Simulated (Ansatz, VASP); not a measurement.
**GaN: VASP beside Ansatz**

```xyz
2
Lattice="0.0000 2.2741 2.2741 2.2741 0.0000 2.2741 2.2741 2.2741 0.0000" Properties=species:S:1:pos:R:3 pbc="T T T"
Ga    0.0000    0.0000    0.0000
N     3.4112    3.4112    3.4112
```

The cell is a database's computed one.

Alike in both runs: task single point; functional PBE; k mesh 10 × 10 × 10; occupations gaussian, width 0.05 eV; no spin polarisation.

```csv
,VASP,Ansatz
version,VASP 6.6.1,Ansatz 0.2.0
potentials or method,"VASP PAW PBE potentials, release 64 (Ga_d, N)","scalar-relativistic, plane waves, PAW"
plane-wave cutoff (eV),520,520
valence electrons in the cell,18,18
```

|  | VASP | Ansatz | Ansatz less VASP |
| --- | --- | --- | --- |
| gap on the k mesh at the Fermi level (eV) | 1.55 | 1.54 | -0.004 |
| least direct gap on the mesh (eV) | 1.55 | 1.54 | -0.004 |
| pressure (GPa) | 0.1 | 0.0 | -0.12 |

The functional is the same, so the differences come from potentials, cutoffs and numerics.

PBE gaps usually lie below the measured ones, often by a third to a half.
